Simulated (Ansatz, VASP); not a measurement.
**One calculation of Ir, two programs**

INCAR

```
SYSTEM = Ir
  ALGO = Normal
  EDIFF = 1E-7
  ENCUT = 520
  GGA = PE
  ISIF = 2
  ISMEAR = 0
  LASPH = .TRUE.
  LCHARG = .FALSE.
  LREAL = .FALSE.
  LWAVE = .FALSE.
  NBANDS = 10
  NELM = 80
  PREC = Accurate
  SIGMA = 0.027000000000000003
```

KPOINTS

```
k-points
0
G
  12 12 12
  0 0 0
```

File POSCAR:

```
Ir
1.0
    0.0000000000      1.9156000000      1.9156000000
    1.9156000000      0.0000000000      1.9156000000
    1.9156000000      1.9156000000      0.0000000000
Ir
1
Direct
    0.0000000000      0.0000000000      0.0000000000
```

Contents of input.yaml:

```yaml
crystal:
  lattice:
    - [0.0, 1.9156, 1.9156]
    - [1.9156, 0.0, 1.9156]
    - [1.9156, 1.9156, 0.0]
  atoms:
    - { symbol: Ir, position: [0.0, 0.0, 0.0] }
hamiltonian:
  xc: pbe
  pseudopotentials: { kind: paw }
kpoints:
  mp_grid: { grid: [12, 12, 12] }
scf:
  occupations: { method: gaussian, width: 0.027 }
output:
  forces: true
  stress: true
  eigenvalues: true
```

Alike in both runs: task single point; functional PBE; k mesh 12 × 12 × 12; occupations gaussian, width 0.027 eV; no spin polarisation.

|  | VASP | Ansatz |
| --- | --- | --- |
| version | VASP 6.6.1 | Ansatz 0.2.0 |
| potentials or method | VASP PAW PBE potentials, release 64 (Ir) | Ansatz PAW |
| plane-wave cutoff (eV) | 520 | 420 |
| valence electrons in the cell | 9 | 17 |

Ansatz gave:

- gap on the k mesh at the Fermi level (eV): none
- pressure (GPa): 11.1

Which values does VASP return?

gap on the k mesh at the Fermi level (eV): none; pressure (GPa): 11.8.

A gap of «none» marks a metal or a gap that the smearing closes. With one functional, cell and mesh, what is left measures potentials, basis and numerics. The two sets of potentials don't hold the same shells in valence.

Spin-orbit coupling is left out, which matters for the levels of Ir.
